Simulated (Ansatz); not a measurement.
Rock-salt LiI was calculated with PBEsol-D3(BJ) in Ansatz (plane waves, PAW).

Numerical settings: plane-wave cutoff 520 eV, 10×10×10 k mesh, Fermi–Dirac smearing 0.01 eV, scalar-relativistic PAW data made under PBE.

Cell (relaxed at this level):

LiI is modelled in the cubic space group Fm-3m (No. 225), the rock salt structure, Pearson symbol cF8. Lattice parameters: a = 5.767 Å, b = 5.767 Å, c = 5.767 Å, α = 90.00°, β = 90.00°, γ = 90.00°. Li on 4a is surrounded by 6 I at 2.883 Å (octahedral). I on 4b is coordinated by 6 Li at 2.883 Å (octahedral). (Neighbours: up to the widest gap in distance over summed covalent radii, below 1.35, at either atom; cation-cation and far metal-metal contacts left out.)
(The calculation used a cell of 2 atoms; values per cell refer to that cell.)

### Question
Predict the band gap, width of the whole s-p valence band, smallest direct gap on the k points sampled and bulk modulus.

### Answer

* **band gap**: 4.31 eV
* **width of the whole s-p valence band**: 12.22 eV
* **smallest direct gap on the k points sampled**: 4.68 eV
* **bulk modulus**: 26.6 GPa

Measured, for comparison: bulk modulus 24 GPa (0 K, extrapolated to 0 K; as tabulated in Doll and Stoll (1998), arXiv:cond-mat/9801031). Computed (rounded) less measured: bulk modulus +11 %.

Spin–orbit coupling is not included; with these elements it can move the gap by several tenths of an eV or more.

Computed values are for the static lattice.

Ansatz is a quantum-chemistry and plane-wave program.
